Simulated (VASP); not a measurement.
A run of VASP 6.6.1 is set up as follows.

The input INCAR:

```
SYSTEM = Ba
ALGO = Fast
EDIFF = 1E-8
ENCUT = 520
ISIF = 2
ISMEAR = -1
LASPH = .TRUE.
LCHARG = .FALSE.
LEFG = .TRUE.
LREAL = .FALSE.
LWAVE = .FALSE.
NBANDS = 11
NELM = 60
PREC = Accurate
SIGMA = 0.08
```

File KPOINTS:

```
k-points
0
G
  12 12 7
  0 0 0
```

Contents of POSCAR:

```
Ba
1.0
    1.9285778421     -3.6006696285      0.0000000000
    1.9285778421      3.6006696285      0.0000000000
    0.0000000000      0.0000000000      5.6229635295
Ba
1
Direct
    0.0000000000      0.0000000000      0.0000000000
```

Potentials or basis: VASP PAW LDA potentials, release 64 (Ba_sv).

Command:

```console
$ cat potpaw_LDA.64/Ba_sv/POTCAR > POTCAR
$ mpirun -np 1 vasp_std > vasp.out
```

Predict the band gap on the k mesh.

none (metal or under the smearing width).

Estimate the pressure.

-0.2 GPa.

Electric field gradients, principal values (V/Å²):
| atom | Vxx | Vyy | Vzz |
| --- | --- | --- | --- |
| 1 Ba | -9.580 | -22.550 | 32.129 |

The run has no spin-orbit coupling, so splittings on Ba are missing.
